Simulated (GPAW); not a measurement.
The system is Ta.

```
Ta
1.0
     2.90037    0.00000    0.00000
    -1.45019    2.51180    0.00000
     0.00000    0.00000    5.16627
Ta
2
Direct
  0.33333 0.66667 0.25000
  0.66667 0.33333 0.75000
```

This isn't the form of Ta at room conditions, which is bcc.

Base run:

| Item | Value |
| --- | --- |
| Program | GPAW 26.7.0 |
| Functional | LDA |
| Potentials or basis | the program's PAW data sets (release 1.2.1) made for this functional |
| Cutoff | 600 eV |
| Basis | pw |
| k mesh | 11 × 11 × 5 |
| Occupations | fermi-dirac, width 0.05 eV |
| Spin | no spin polarisation |

Its results: band gap on the k mesh none (metal or under the smearing width); pressure -12.1 GPa.

Question: After a change of settings the same cell gave: band gap on the k mesh none (metal or under the smearing width); pressure -2.6 GPa. Which change was it?
A. functional from LDA to r2SCAN; potentials or basis from the program's PAW data sets (release 1.2.1) made for this functional to GPAW PAW data sets (gpaw-data 1.2.1)
B. functional from LDA to PBEsol; potentials or basis from the program's PAW data sets (release 1.2.1) made for this functional to PAW data sets generated in the run's folder for this functional
C. functional from LDA to SCAN; potentials or basis from the program's PAW data sets (release 1.2.1) made for this functional to GPAW PAW data sets (gpaw-data 1.2.1)
D. functional from LDA to AM05; potentials or basis from the program's PAW data sets (release 1.2.1) made for this functional to PAW data sets generated in the run's folder for this functional

Answer: A.

Caveats: the PAW data sets were made with another functional, which shifts forces and pressure a little (some runs).

Runs at the PBE level aren't shown here.
